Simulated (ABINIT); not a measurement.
W: band structure with BLYP

The system is W.

```xyz
1
Lattice="0.0000 2.0300 2.0300 2.0300 0.0000 2.0300 2.0300 2.0300 0.0000" Properties=species:S:1:pos:R:3 pbc="T T T"
W     0.0000    0.0000    0.0000
```

This isn't the form of W at room conditions, which is bcc.

```json
{
  "Program": "ABINIT 10.8.3 (patched build)",
  "Task": "band structure",
  "Functional": "BLYP",
  "Potentials or basis": "JTH PAW PBE v2.0",
  "Cutoff": "517 eV",
  "k mesh": "11 × 11 × 11",
  "Occupations": "fermi-dirac, width 0.05 eV",
  "Spin": "no spin polarisation",
  "Fine-grid cutoff": "1034.03 eV"
}
```

The pressure is 5.0 GPa. The band gap on the k mesh is none (metal or under the smearing width). The valence electrons inside the program's atomic spheres are W 11.71 (radii [1.2763] Å).

Levels at the corners of the path, in eV from the Fermi level:
| point | band 4 | band 5 | band 6 | band 7 | band 8 | band 9 | band 10 | band 11 |
| --- | --- | --- | --- | --- | --- | --- | --- | --- |
| Γ | -37.38 | -8.69 | -0.56 | -0.56 | -0.56 | 2.44 | 2.44 | 13.28 |
| X | -37.77 | -5.22 | -4.36 | 3.19 | 4.80 | 5.53 | 5.53 | 11.88 |
| W | -37.78 | -3.50 | -1.91 | -1.91 | 1.27 | 5.54 | 9.90 | 10.67 |
| K | -37.69 | -4.15 | -3.12 | -0.04 | 2.56 | 4.47 | 7.60 | 10.19 |
| Γ | -37.38 | -8.69 | -0.56 | -0.56 | -0.56 | 2.44 | 2.44 | 13.28 |
| L | -37.53 | -5.41 | -0.75 | -0.75 | 0.89 | 4.83 | 4.83 | 9.92 |
| U | -37.69 | -4.15 | -3.12 | -0.04 | 2.56 | 4.47 | 7.60 | 10.19 |
| W | -37.78 | -3.50 | -1.91 | -1.91 | 1.27 | 5.54 | 9.90 | 10.67 |
| L | -37.53 | -5.41 | -0.75 | -0.75 | 0.89 | 4.83 | 4.83 | 9.92 |
| K | -37.69 | -4.15 | -3.12 | -0.04 | 2.56 | 4.47 | 7.60 | 10.19 |

It took 42 s on 1 thread of Arm Neoverse N1, with other jobs on the host, peak memory 0.1 GiB.

Caveat: the PAW data sets were made with another functional, which shifts forces and pressure a little; spin-orbit coupling is left out, which moves the levels of the heavy elements.
